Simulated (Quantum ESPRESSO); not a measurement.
# SnTe (F-43m) in Quantum ESPRESSO: reference runs

Reference runs on SnTe: the cell as given and a disturbed copy.

All numbers are computed with Quantum ESPRESSO 7.5; they aren't measurements. Logs are shortened: lines on timing, memory, paths and dates and some standing lists are left out, and cuts for length are marked.

## (1) The structure

Symmetry: F-43m, No. 216, cubic system. Conventional cell: a = 7.222 Å, b = 7.222 Å, c = 7.222 Å, α = 90.00°, β = 90.00°, γ = 90.00°. Around Te (site symmetry -43m) lie 4 Sn at 3.13 Å. Around Sn (site symmetry -43m) lie 4 Te at 3.13 Å.

Measurements of this composition are mostly on another form, of space group No. 225.

## (2) Single point, PBEsol

The input, pw.in:

```
&CONTROL
  calculation = 'scf'
  prefix = 'pwscf'
  outdir = './tmp'
  pseudo_dir = './pseudo'
  tprnfor = .true.
  tstress = .true.
  disk_io = 'low'
/
&SYSTEM
  ibrav = 0
  nat = 2
  ntyp = 2
  ecutwfc = 68
  ecutrho = 544
  nbnd = 16
  occupations = 'smearing'
  smearing = 'fd'
  degauss = 0.00367493
/
&ELECTRONS
  conv_thr = 4d-10
  electron_maxstep = 120
  mixing_beta = 0.5
/
ATOMIC_SPECIES
Te   127.6000 te_pbesol_v1.uspp.F.UPF
Sn   118.7100 sn_pbesol_v1.4.uspp.F.UPF
CELL_PARAMETERS angstrom
   0.0000000000    3.6111460000    3.6111460000
   3.6111460000    0.0000000000    3.6111460000
   3.6111460000    3.6111460000    0.0000000000
ATOMIC_POSITIONS crystal
Te     0.2500000000    0.2500000000    0.2500000000
Sn     0.0000000000    0.0000000000    0.0000000000
K_POINTS automatic
7 7 7 0 0 0
```

The input, pp_density.in:

```
&INPUTPP
  prefix = 'pwscf'
  outdir = './tmp'
  filplot = 'density.dat'
  plot_num = 0
/
&PLOT
  nfile = 1
  filepp(1) = 'density.dat'
  iflag = 3
  output_format = 6
  fileout = 'density.cube'
/
```

The input, pp_potential.in:

```
&INPUTPP
  prefix = 'pwscf'
  outdir = './tmp'
  filplot = 'potential.dat'
  plot_num = 11
/
&PLOT
  nfile = 1
  filepp(1) = 'potential.dat'
  iflag = 3
  output_format = 6
  fileout = 'potential.cube'
/
```

Potentials or basis: GBRV 1.5 PBEsol.

On the command line:

```bash
> OMP_NUM_THREADS=1 mpirun -n 2 pw.x -nk 2 -in pw.in > pw.out
> OMP_NUM_THREADS=1 mpirun -n 1 pp.x -in pp_density.in > pp_density.out
> OMP_NUM_THREADS=1 mpirun -n 1 pp.x -in pp_potential.in > pp_potential.out
```

pw.out:

```text
This program is part of the open-source Quantum ESPRESSO suite
     for quantum simulation of materials; please cite
         "P. Giannozzi et al., J. Phys.:Condens. Matter 21 395502 (2009);
         "P. Giannozzi et al., J. Phys.:Condens. Matter 29 465901 (2017);
         "P. Giannozzi et al., J. Chem. Phys. 152 154105 (2020);
     in publications or presentations arising from this work. More details at

     Message from routine setup:
     using ibrav=0 with symmetry is DISCOURAGED, use correct ibrav instead

     K-points division:     npool     =       2
     Subspace diagonalization in iterative solution of the eigenvalue problem:
     a serial algorithm will be used

     G-vector sticks info
     --------------------
     sticks:   dense  smooth     PW     G-vecs:    dense   smooth      PW
     Sum        3481    1759    499               135995    48119    7391

     Using Slab Decomposition

     bravais-lattice index     =            0
     lattice parameter (alat)  =       9.6507  a.u.
     unit-cell volume          =     635.5676 (a.u.)^3
     number of atoms/cell      =            2
     number of atomic types    =            2
     number of electrons       =        20.00
     number of Kohn-Sham states=           16
     kinetic-energy cutoff     =      68.0000  Ry
     charge density cutoff     =     544.0000  Ry
     scf convergence threshold =      4.0E-10
     mixing beta               =       0.5000
     number of iterations used =            8  plain     mixing
     Exchange-correlation= SLA  PW   PSX  PSC
                           (   1   4  10   8   0   0   0)

     celldm(1)=   9.650702  celldm(2)=   0.000000  celldm(3)=   0.000000
     celldm(4)=   0.000000  celldm(5)=   0.000000  celldm(6)=   0.000000

     crystal axes: (cart. coord. in units of alat)
               a(1) = (   0.000000   0.707107   0.707107 )
               a(2) = (   0.707107   0.000000   0.707107 )
               a(3) = (   0.707107   0.707107   0.000000 )

     reciprocal axes: (cart. coord. in units 2 pi/alat)
               b(1) = ( -0.707107  0.707107  0.707107 )
               b(2) = (  0.707107 -0.707107  0.707107 )
               b(3) = (  0.707107  0.707107 -0.707107 )

     PseudoPot. # 1 for Te read from file:
     te_pbesol_v1.uspp.F.UPF
     Pseudo is Ultrasoft + core correction, Zval =  6.0
     Generated by new atomic code, or converted to UPF format
     Using radial grid of  891 points,  5 beta functions with:
                l(1) =   0
                l(2) =   0
                l(3) =   1
                l(4) =   1
                l(5) =   2
     Q(r) pseudized with  6 coefficients,  rinner =    1.800   1.800   1.800
                                                       1.800   1.800

     PseudoPot. # 2 for Sn read from file:
     sn_pbesol_v1.4.uspp.F.UPF
     Pseudo is Ultrasoft + core correction, Zval = 14.0
     Generated by new atomic code, or converted to UPF format
     Using radial grid of  891 points,  6 beta functions with:
                l(1) =   0
                l(2) =   0
                l(3) =   1
                l(4) =   1
                l(5) =   2
                l(6) =   2
     Q(r) pseudized with  8 coefficients,  rinner =    1.350   1.350   1.350
                                                       1.350   1.350

     atomic species   valence    mass     pseudopotential
     Te                6.00   127.60000     Te( 1.00)
     Sn               14.00   118.71000     Sn( 1.00)

     24 Sym. Ops. (no inversion) found

   Cartesian axes

     site n.     atom                  positions (alat units)
         1        Te     tau(   1) = (   0.3535534   0.3535534   0.3535534  )
         2        Sn     tau(   2) = (   0.0000000   0.0000000   0.0000000  )

     number of k points=    20  Fermi-Dirac smearing, width (Ry)=  0.0037
                       cart. coord. in units 2pi/alat
        k(    1) = (   0.0000000   0.0000000   0.0000000), wk =   0.0058309
        k(    2) = (   0.1010153   0.1010153  -0.1010153), wk =   0.0466472
        k(    3) = (   0.2020305   0.2020305  -0.2020305), wk =   0.0466472
        k(    4) = (   0.3030458   0.3030458  -0.3030458), wk =   0.0466472
        k(    5) = (   0.2020305  -0.0000000   0.0000000), wk =   0.0349854
        k(    6) = (   0.3030458   0.1010153  -0.1010153), wk =   0.1399417
[... 12 lines left out ...]
        k(   19) = (  -0.1010153  -0.5050763   0.7071068), wk =   0.1399417
        k(   20) = (   0.0000000  -0.4040610   0.6060915), wk =   0.1399417

     Dense  grid:   135995 G-vectors     FFT dimensions: (  72,  72,  72)

     Smooth grid:    48119 G-vectors     FFT dimensions: (  54,  54,  54)

     Initial potential from superposition of free atoms

     starting charge      18.9998, renormalised to      20.0000
     Starting wfcs are   13 randomized atomic wfcs +    3 random wfcs

     Self-consistent Calculation

     iteration #  1     ecut=    68.00 Ry     beta= 0.50
     Davidson diagonalization with overlap
     ethr =  1.00E-02,  avg # of iterations =  9.4

     total energy              =    -185.16589719 Ry
     estimated scf accuracy    <       0.66280436 Ry

     iteration #  2     ecut=    68.00 Ry     beta= 0.50
     Davidson diagonalization with overlap
     ethr =  3.31E-03,  avg # of iterations =  2.0

     total energy              =    -185.32778904 Ry
     estimated scf accuracy    <       0.06364949 Ry

     iteration #  3     ecut=    68.00 Ry     beta= 0.50
     Davidson diagonalization with overlap
     ethr =  3.18E-04,  avg # of iterations =  2.9

     total energy              =    -185.34103205 Ry
     estimated scf accuracy    <       0.00438956 Ry

     iteration #  4     ecut=    68.00 Ry     beta= 0.50
     Davidson diagonalization with overlap
     ethr =  2.19E-05,  avg # of iterations =  6.4

     total energy              =    -185.34161780 Ry
     estimated scf accuracy    <       0.00051668 Ry

     iteration #  5     ecut=    68.00 Ry     beta= 0.50
     Davidson diagonalization with overlap
     ethr =  2.58E-06,  avg # of iterations =  4.4

     total energy              =    -185.34171783 Ry
     estimated scf accuracy    <       0.00001125 Ry

     iteration #  6     ecut=    68.00 Ry     beta= 0.50
     Davidson diagonalization with overlap
     ethr =  5.63E-08,  avg # of iterations =  5.0

     total energy              =    -185.34173431 Ry
     estimated scf accuracy    <       0.00000131 Ry

     iteration #  7     ecut=    68.00 Ry     beta= 0.50
     Davidson diagonalization with overlap
     ethr =  6.53E-09,  avg # of iterations =  2.9

     total energy              =    -185.34173536 Ry
     estimated scf accuracy    <       0.00000008 Ry

     iteration #  8     ecut=    68.00 Ry     beta= 0.50
     Davidson diagonalization with overlap
     ethr =  4.02E-10,  avg # of iterations =  4.0

     total energy              =    -185.34173553 Ry
     estimated scf accuracy    <       0.00000002 Ry

     iteration #  9     ecut=    68.00 Ry     beta= 0.50
     Davidson diagonalization with overlap
     ethr =  1.16E-10,  avg # of iterations =  2.1

     total energy              =    -185.34173557 Ry
     estimated scf accuracy    <          1.1E-09 Ry

     iteration # 10     ecut=    68.00 Ry     beta= 0.50
     Davidson diagonalization with overlap
     ethr =  5.33E-12,  avg # of iterations =  3.9

     total energy              =    -185.34173558 Ry
     estimated scf accuracy    <          4.1E-10 Ry

     iteration # 11     ecut=    68.00 Ry     beta= 0.50
     Davidson diagonalization with overlap
     ethr =  2.03E-12,  avg # of iterations =  2.1

     End of self-consistent calculation

          k = 0.0000 0.0000 0.0000 (  5985 PWs)   bands (ev):

   -17.8660 -17.8660 -17.8660 -17.8569 -17.8569  -7.6824  -1.3477   1.9412
     1.9412   1.9412   4.8490   4.8490   4.8490   7.8890  10.2656  10.2657

          k = 0.1010 0.1010-0.1010 (  6021 PWs)   bands (ev):

   -17.8662 -17.8657 -17.8657 -17.8569 -17.8569  -7.5973  -1.7482   1.8164
     1.8164   2.0271   5.0143   5.0583   5.0583   8.5100   9.8206   9.8206

          k = 0.2020 0.2020-0.2020 (  6039 PWs)   bands (ev):

   -17.8667 -17.8652 -17.8652 -17.8568 -17.8568  -7.3828  -2.5150   1.5839
     1.5839   1.9638   5.4302   5.4302   5.8491   9.2682   9.7451   9.7451

          k = 0.3030 0.3030-0.3030 (  6044 PWs)   bands (ev):

   -17.8671 -17.8648 -17.8648 -17.8567 -17.8567  -7.1784  -3.0748   1.4291
     1.4291   1.8240   5.6261   5.6261   7.0026   9.3689  10.4568  10.5634

          k = 0.2020-0.0000 0.0000 (  6034 PWs)   bands (ev):

   -17.8666 -17.8655 -17.8655 -17.8570 -17.8567  -7.5683  -1.8557   1.6219
     1.6219   2.4315   4.4946   5.3871   5.3871   8.7120   9.0747  10.4755

          k = 0.3030 0.1010-0.1010 (  6022 PWs)   bands (ev):

   -17.8671 -17.8650 -17.8649 -17.8571 -17.8566  -7.3939  -2.4495   1.2795
     1.3753   2.6869   4.6023   5.8507   5.9541   8.7617   9.6521  10.4774

          k = 0.4041 0.2020-0.2020 (  6020 PWs)   bands (ev):

   -17.8673 -17.8646 -17.8645 -17.8570 -17.8565  -7.1760  -3.0365   0.9065
     1.2514   2.6826   5.1845   6.0459   6.5722   9.3225   9.9340  10.9077

          k =-0.2020-0.4041 0.4041 (  6025 PWs)   bands (ev):

   -17.8673 -17.8645 -17.8644 -17.8568 -17.8567  -7.0993  -3.2155   0.7350
     1.3068   2.6249   5.5502   5.9292   6.9398   9.3972  10.1594  10.2722

          k =-0.1010-0.3030 0.3030 (  6027 PWs)   bands (ev):

   -17.8670 -17.8648 -17.8647 -17.8569 -17.8567  -7.2466  -2.8617   0.8554
     1.5145   2.5919   5.5003   5.6028   6.2599   9.3663   9.6478  10.3738

          k =-0.0000-0.2020 0.2020 (  6035 PWs)   bands (ev):

   -17.8666 -17.8654 -17.8652 -17.8570 -17.8567  -7.4673  -2.2261   1.2732
     1.7558   2.3954   5.0293   5.1897   5.7473   9.2551   9.2581   9.8238

          k = 0.4041-0.0000 0.0000 (  6022 PWs)   bands (ev):

   -17.8680 -17.8643 -17.8643 -17.8574 -17.8563  -7.2734  -2.7611   1.1056
     1.1056   3.0523   4.1054   6.5126   6.5126   8.2693  10.4052  11.0971

          k = 0.5051 0.1010-0.1010 (  6033 PWs)   bands (ev):

   -17.8683 -17.8639 -17.8638 -17.8574 -17.8562  -7.0908  -3.1862   0.7407
     0.9660   3.2314   4.3494   6.7899   6.8884   8.8394  10.5045  11.4572

          k =-0.1010-0.5051 0.5051 (  5995 PWs)   bands (ev):

   -17.8680 -17.8640 -17.8638 -17.8571 -17.8564  -6.9882  -3.3932   0.3867
     1.0224   3.2653   5.1853   6.7328   6.7350   8.7067  10.4820  10.7337

          k = 0.0000-0.4041 0.4041 (  6009 PWs)   bands (ev):

   -17.8675 -17.8644 -17.8642 -17.8568 -17.8567  -7.0669  -3.2387   0.3863
     1.2486   3.1225   5.7146   6.1982   6.3255   8.9575   9.5617  11.0230

          k = 0.6061-0.0000 0.0000 (  6010 PWs)   bands (ev):

   -17.8691 -17.8633 -17.8633 -17.8576 -17.8560  -6.9776  -3.4185   0.7902
     0.7902   3.1667   3.9527   7.5605   7.5605   8.8436  10.6074  12.0477

          k =-0.0000-0.6061 0.6061 (  5994 PWs)   bands (ev):

   -17.8689 -17.8634 -17.8633 -17.8575 -17.8561  -6.9288  -3.5055   0.5428
     0.8123   3.3194   4.2933   7.3615   7.4807   8.9535  10.4008  11.2219

          k = 0.4041 0.2020 0.0000 (  6037 PWs)   bands (ev):

   -17.8676 -17.8646 -17.8643 -17.8572 -17.8565  -7.2118  -2.9206   0.7771
     1.2356   3.0853   4.7007   6.2161   6.3960   8.8777  10.1386  10.8132

          k =-0.2020-0.4041 0.6061 (  6016 PWs)   bands (ev):

   -17.8677 -17.8644 -17.8639 -17.8570 -17.8565  -7.0430  -3.2905   0.4784
     1.0543   3.2721   5.2548   6.2186   6.7787   8.9877   9.9809  11.1036

          k =-0.1010-0.5051 0.7071 (  6023 PWs)   bands (ev):

   -17.8685 -17.8639 -17.8633 -17.8574 -17.8562  -6.9659  -3.4296   0.5630
     0.7409   3.5498   4.5282   6.6818   7.2944   9.0963  10.0703  11.6206

          k = 0.0000-0.4041 0.6061 (  6008 PWs)   bands (ev):

   -17.8680 -17.8643 -17.8634 -17.8572 -17.8564  -6.9432  -3.4658   0.3729
     0.7774   3.6747   5.2306   6.2286   6.9909   8.7949  10.2335  11.2045

     the Fermi energy is     3.8514 ev

!    total energy              =    -185.34173558 Ry
     estimated scf accuracy    <          1.5E-11 Ry
     smearing contrib. (-TS)   =      -0.00012703 Ry
     internal energy E=F+TS    =    -185.34160855 Ry

     The total energy is F=E-TS. E is the sum of the following terms:
     one-electron contribution =     -99.25763639 Ry
     hartree contribution      =      58.45110325 Ry
     xc contribution           =     -56.72735757 Ry
     ewald contribution        =     -87.80771783 Ry

     convergence has been achieved in  11 iterations

     Forces acting on atoms (cartesian axes, Ry/au):

     atom    1 type  1   force =     0.00000000    0.00000000    0.00000000
     atom    2 type  2   force =     0.00000000    0.00000000    0.00000000

     Total force =     0.000000     Total SCF correction =     0.000000

     Computing stress (Cartesian axis) and pressure

          total   stress  (Ry/bohr**3)                   (kbar)     P=      -14.85
  -0.00010094   0.00000000  -0.00000000          -14.85        0.00       -0.00
  -0.00000000  -0.00010094  -0.00000000           -0.00      -14.85       -0.00
  -0.00000000  -0.00000000  -0.00010094           -0.00       -0.00      -14.85

=------------------------------------------------------------------------------=
   JOB DONE.
=------------------------------------------------------------------------------=
```

It took 40 s on 2 MPI ranks of Arm Neoverse V2, shared host; peak memory 0.64 GiB.

What came out:

| Quantity | Value |
| --- | --- |
| Free energy | -2521.7028 eV |
| Pressure | -1.5 GPa |
| Band gap on the k mesh | 0.28 eV, indirect (least direct gap 0.79 eV) |

Levels at points of the mesh, in eV from the valence-band top:
```csv
k point,band 6,band 7,band 8,band 9,band 10,band 11,band 12,band 13,band 14,band 15
"(0.00, 0.00, 0.00)",-11.36,-5.02,-1.73,-1.73,-1.73,1.17,1.17,1.17,4.21,6.59
```

Caveat: spin-orbit coupling is left out, which moves the levels of the heavy elements; an odd mesh through Γ misses points on the zone boundary, where band edges often lie.

## (3) Single point, PBEsol (atoms moved at random, drawn with an rms of 0.05 Å)

Edit pw.in of step 2 so:

```diff
@@ -7,3 +7,3 @@
   tstress = .true.
-  disk_io = 'low'
+  disk_io = 'nowf'
 /
@@ -33,4 +33,4 @@
 ATOMIC_POSITIONS crystal
-Te     0.2500000000    0.2500000000    0.2500000000
-Sn     0.0000000000    0.0000000000    0.0000000000
+Te     0.2510420000    0.2569570000    0.2411300000
+Sn     0.0078840000   -0.0047240000   -0.0072590000
 K_POINTS automatic
```

Potentials or basis: GBRV 1.5 PBEsol.

On the command line:

```bash
> OMP_NUM_THREADS=1 mpirun -n 2 pw.x -nk 2 -in pw.in > pw.out
```

It took 3.3 min on 2 MPI ranks of Arm Neoverse V2, shared host; peak memory 0.84 GiB.

The run converged. Its results:

```yaml
Free_energy: -2521.6998 eV
Pressure: -1.5 GPa
Largest_force: 0.119 eV/Å
Band_gap_on_the_k_mesh: 0.25 eV, indirect (least direct gap 0.79 eV)
```

Forces in eV/Å, atoms in the order of the input:
```
Te  -0.084  0.072 -0.044
Sn   0.084 -0.072  0.044
```

Stress tensor (GPa, compression positive):
```
-1.46 -0.10  0.17
-0.10 -1.46 -0.20
 0.17 -0.20 -1.46
```

Levels at points of the mesh, in eV from the valence-band top:
```tsv
k point	band 7	band 8	band 9	band 10	band 11	band 12	band 13	band 14
(0.00, 0.00, 0.00)	-5.05	-1.88	-1.73	-1.68	1.08	1.11	1.25	4.18
```

Caveat: spin-orbit coupling is left out, which moves the levels of the heavy elements; an odd mesh through Γ misses points on the zone boundary, where band edges often lie.
